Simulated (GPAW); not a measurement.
Consider ZnS (zinc-blende (ZnS)1-x(CdS)x, x = 0, F-43m).

```xyz
16
Lattice="0.0000 5.4100 5.4100 5.4100 0.0000 5.4100 5.4100 5.4100 0.0000" Properties=species:S:1:pos:R:3 pbc="T T T"
Zn    0.0000    0.0000    0.0000
S     1.3525    1.3525    1.3525
Zn    2.7050    2.7050    0.0000
S     4.0575    4.0575    1.3525
Zn    2.7050    0.0000    2.7050
S     4.0575    1.3525    4.0575
Zn    5.4100    2.7050    2.7050
S     6.7625    4.0575    4.0575
Zn    0.0000    2.7050    2.7050
S     1.3525    4.0575    4.0575
Zn    2.7050    5.4100    2.7050
S     4.0575    6.7625    4.0575
Zn    2.7050    2.7050    5.4100
S     4.0575    4.0575    6.7625
Zn    5.4100    5.4100    5.4100
S     6.7625    6.7625    6.7625
```

Absorber: atom 2, with 4 Zn at 2.34 Å (tetrahedral). Method: GPAW, LDA, excited-electron core hole (neutral cell), 16-atom cell with 7.7 Å between holes, 4×4×4 k points, dipole transitions, Gaussian full width 0.9 eV up to 4 eV, rising linearly to 3.5 eV at 25 eV.

**Question.** Predict the near-edge structure at the S K edge.

Main maxima up to 24 eV above the zero (height): 2.7 eV (1.94), 4.0 eV (1.88), 6.3 eV (1.78) and 14.8 eV (1.14). A K edge sees empty p states on the absorber. The total-energy difference is 2475.27 eV. One term is added: -16.82 eV, since the hole is spin-paired here and a spin-polarised one costs that much less in the free atom (computed apart). The photon energy is then 2458.45 eV. The functional leaves an error in such absolute values: in the free atom LDA prices this hole 9.1 eV below PBE (computed apart), and PBE is itself good to a few eV.

The S K spectrum (energy from the bottom of the conduction band, which holds the excited electron; intensity scaled to a mean of 1 over the first 20 eV):

```
E (eV)  intensity
  -2.0       0.00
  -1.4       0.00
  -0.8       0.00
  -0.2       0.00
   0.4       0.07
   1.0       0.35
   1.6       1.03
   2.2       1.72
   2.8       1.93
   3.4       1.57
   4.0       1.88
   4.6       1.24
   5.2       1.14
   5.8       1.57
   6.4       1.78
   7.0       1.43
   7.6       1.03
   8.2       0.93
   8.8       0.96
   9.4       0.83
  10.0       0.58
  10.6       0.45
  11.2       0.47
  11.8       0.57
  12.4       0.70
  13.0       0.86
  13.6       1.02
  14.2       1.12
  14.8       1.14
  15.4       1.12
  16.0       1.06
  16.6       0.96
  17.2       0.86
  17.8       0.77
  18.4       0.70
  19.0       0.65
  19.6       0.63
  20.2       0.63
  20.8       0.64
  21.4       0.67
  22.0       0.70
  22.6       0.71
  23.2       0.71
  23.8       0.71
  24.4       0.72
  25.0       0.76
  25.6       0.84
  26.2       0.95
  26.8       1.07
  27.4       1.15
```

The mesh is coarse (0.25 Å⁻¹ between points), so small maxima may be mesh ripples.

[Banner, clock and machine lines of the logs are left out without a mark of their own.]

[Logs are printed without paths, hosts, clocks, repeated set-up lines and the standing remarks that a program may print on its own settings, such as how far it seeks lower states.]

[Hosts, paths, dates, database ids (printed as entryN), source tags and the programs' standing remarks are cut or masked in the printed files.]

[Lists of maxima count a maximum above −3 eV only where it reaches 4 % of the highest in the window and stands out from its surroundings by 2 % of it (1.5 % where it reaches 55 %); shoulders and weaker maxima are passed over, and of the rest the first, up to two pre-edge ones and the few strongest are named.]
